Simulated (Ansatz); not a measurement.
# In2O3: the cost of one run

Method: DFT, PBE, plane-wave PAW, default files, scalar-relativistic, in Ansatz 0.2.0.

## Step 1: Starting point

It takes space group R-3c (No. 167, trigonal). Conventional cell: a = 5.487 Å, b = 5.487 Å, c = 14.510 Å, α = 90.00°, β = 90.00°, γ = 120.00°. In (site symmetry 3) has 6 O at 2.12 to 2.26 Å as nearest neighbours. Around O (site symmetry 2) lie 4 In at 2.12 to 2.26 Å.

Structure file:

```cif
data_structure
_symmetry_space_group_name_H-M 'P 1'
_symmetry_Int_Tables_number 1
_cell_length_a 5.7818
_cell_length_b 5.7818
_cell_length_c 5.7818
_cell_angle_alpha 56.655
_cell_angle_beta 56.655
_cell_angle_gamma 56.655
_cell_volume 126.11
loop_
_atom_site_label
_atom_site_type_symbol
_atom_site_fract_x
_atom_site_fract_y
_atom_site_fract_z
_atom_site_occupancy
In1 In 0.35731 0.35731 0.35731 1
In2 In 0.14269 0.14269 0.14269 1
In3 In 0.64269 0.64269 0.64269 1
In4 In 0.85731 0.85731 0.85731 1
O1 O 0.54800 0.95200 0.25000 1
O2 O 0.25000 0.54800 0.95200 1
O3 O 0.95200 0.25000 0.54800 1
O4 O 0.45200 0.04800 0.75000 1
O5 O 0.75000 0.45200 0.04800 1
O6 O 0.04800 0.75000 0.45200 1
```

## Step 2: Relaxing the atoms in the given cell

File input.yaml:

```yaml
crystal:
  lattice:
    - [2.7435, 1.5839604635, 4.8366666667]
    - [-2.7435, 1.5839604635, 4.8366666667]
    - [0.0, -3.167920927, 4.8366666667]
  atoms:
    - { symbol: In, position: [0.35731, 0.35731, 0.35731] }
    - { symbol: In, position: [0.14269, 0.14269, 0.14269] }
    - { symbol: In, position: [0.64269, 0.64269, 0.64269] }
    - { symbol: In, position: [0.85731, 0.85731, 0.85731] }
    - { symbol: O, position: [0.548, 0.952, 0.25] }
    - { symbol: O, position: [0.25, 0.548, 0.952] }
    - { symbol: O, position: [0.952, 0.25, 0.548] }
    - { symbol: O, position: [0.452, 0.048, 0.75] }
    - { symbol: O, position: [0.75, 0.452, 0.048] }
    - { symbol: O, position: [0.048, 0.75, 0.452] }
kpoints:
  mp_grid: { grid: [4, 4, 4] }
scf:
  occupations: { method: fermi_dirac, width: 0.02 }
hamiltonian:
  xc: pbe
  pseudopotentials: { kind: paw }
output:
  forces: true
  stress: true
  populations: true
  efg:
    quadrupole_moments_barn: { In: 0.772, O: -0.02558 }
    contact_densities: true
  write_density: true
  write_potential: true
  elf: true
  volumetric_format: npy
relax:
  f_tol: 0.02
  max_steps: 60
```

Started as:

```sh
> ansatz run input.yaml --threads 1 --pin off --max-ram 3072MiB --backend cpu --events-out ev --progress --plain --runs-dir out
```

**Question.** How long does this run take on 1 thread of Arm Neoverse V2, shared host, and how much memory does it need?

About 17 s, with a peak of 0.46 GiB.
